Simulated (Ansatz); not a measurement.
**NiO under changes of volume**

One of the cells (9.076 Å³/atom); the others are scaled copies at fixed shape and fractional positions:

```
CELL_PARAMETERS angstrom
0.00000 2.08590 2.08590
2.08590 0.00000 2.08590
2.08590 2.08590 0.00000
ATOMIC_POSITIONS crystal
Ni 0.00000 0.00000 0.00000
O 0.50000 0.50000 0.50000
```

- Program: Ansatz 0.2.0
- Functional: PBEsol
- Dispersion: D3(BJ)
- Potentials or basis: Ansatz PAW
- Cutoff: 420 eV (not typed: the program's choice for these potentials)
- k mesh: 11 × 11 × 11
- Occupations: fermi-dirac, width 0.05 eV
- Spin: collinear spin, ferromagnetic start
- Starting moments: [1.0, 0.0] μB

```tsv
volume (Å³/atom)	energy over the lowest point (meV/atom)	pressure (GPa)	moment (μB per cell)
8.531	0.86	2.7	1.22
8.713	0.00	-1.6	1.28
8.894	4.38	-6.0	1.33
9.076	13.61	-10.0	1.40
9.257	?	?	?
9.439	43.56	-16.2	1.58
9.620	63.26	-18.5	1.66
```

Q: What does the run at 9.257 Å³/atom give?

A: Energy over the lowest point 26.89 meV/atom; pressure -13.3 GPa; moment 1.50 μB per cell.

Worked out: A Birch-Murnaghan fit of order 3 (a polynomial in V^(-2/3)) to the other rows has its minimum at 8.65 Å³/atom with B0 = V·E''(V) = 237 GPa and B' = 5.7. It gives 26.78 meV/atom at 9.257 Å³/atom, against the run's 26.89, and -dE/dV = -13.3 GPa, against -13.3. A parabola through the other rows of the moment, of slope 0.455 μB per Å³/atom there, gives 1.48 μB, against the run's 1.50.

Energies are extrapolated to zero smearing.

Caveats: a cell with one magnetic atom can't hold antiferromagnetic order, which such compounds often take; pairwise dispersion overbinds metals, which lowers pressure and volume; the PAW data sets come from PBE, with cores solved anew for the run's functional, which leaves a small shift of forces and pressure.
